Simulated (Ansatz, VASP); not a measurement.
## In2O in VASP and in Ansatz

File INCAR:

```
ALGO = Normal
EDIFF = 1E-7
ENCUT = 520
GGA = PE
ISIF = 2
ISMEAR = 0
ISPIN = 2
LASPH = True
LCHARG = True
LELF = True
LORBIT = 11
LREAL = False
LVHAR = True
LWAVE = False
MAGMOM = 0 0 1
NBANDS = 27
NELM = 150
PREC = Accurate
SIGMA = 0.1
```

Contents of KPOINTS:

```
k-points
0
Gamma
  4 4 6
```

POSCAR

```
In2O
1.0
    4.1132436700      0.0000000000      0.0000000000
    0.0000000000      4.1132436700      0.0000000000
    0.0000000000      0.0000000000      2.9085024900
In O
2 1
Direct
    0.0000000000      0.5000000000      0.0000000000
    0.5000000000      0.0000000000      0.0000000000
    0.5000000000      0.5000000000      0.5000000000
```

Input for Ansatz:

```yaml
crystal:
  lattice:
    - [4.11324367, 0.0, 0.0]
    - [0.0, 4.11324367, 0.0]
    - [0.0, 0.0, 2.90850249]
  atoms:
    - { symbol: In, position: [0.0, 0.5, 0.0] }
    - { symbol: In, position: [0.5, 0.0, 0.0] }
    - { symbol: O, position: [0.5, 0.5, 0.5], spin: 1.0 }
basis:
  ecutwfc: 420
kpoints:
  mp_grid: { grid: [4, 4, 6] }
hamiltonian:
  xc: pbe
scf:
  occupations: { method: gaussian, width: 0.1 }
  lower_state_search: "off"
output:
  forces: true
  stress: true
  eigenvalues: true
  populations: true
magnetization:
  spin_polarized: true
```

Change from the starting cell: ordered vacancies on the anion sites of caesium chloride (P4/mmm, No. 123).

Alike in both runs: task single point; functional PBE; k mesh 4 × 4 × 6; occupations gaussian, width 0.1 eV; collinear spin.

|  | VASP | Ansatz |
| --- | --- | --- |
| version | VASP 6.6.1 | Ansatz 0.2.0 |
| potentials or method | VASP PAW PBE potentials, release 64 (In_d, O) | scalar-relativistic, plane waves, PAW |
| plane-wave cutoff (eV) | 520 | 420 |
| valence electrons in the cell | 32 | 32 |

```csv
,VASP,Ansatz,Ansatz less VASP
gap on the k mesh at the Fermi level (eV),none,none,-
pressure (GPa),18.8,18.8,-0.05
largest component of the traceless stress (GPa),3.24,3.21,-0.031
net moment per atom (μB),0.00,0.00,0.000
```

A gap of «none» marks a metal or a gap that the smearing closes. Ansatz warned: «seeded_moment_not_kept».

Caveats: the k mesh is coarse (spacing up to 0.38 Å⁻¹), so the values aren't converged; so large a pressure means that the cell lies far from this level's equilibrium, or that cutoff or potentials fall short (VASP).
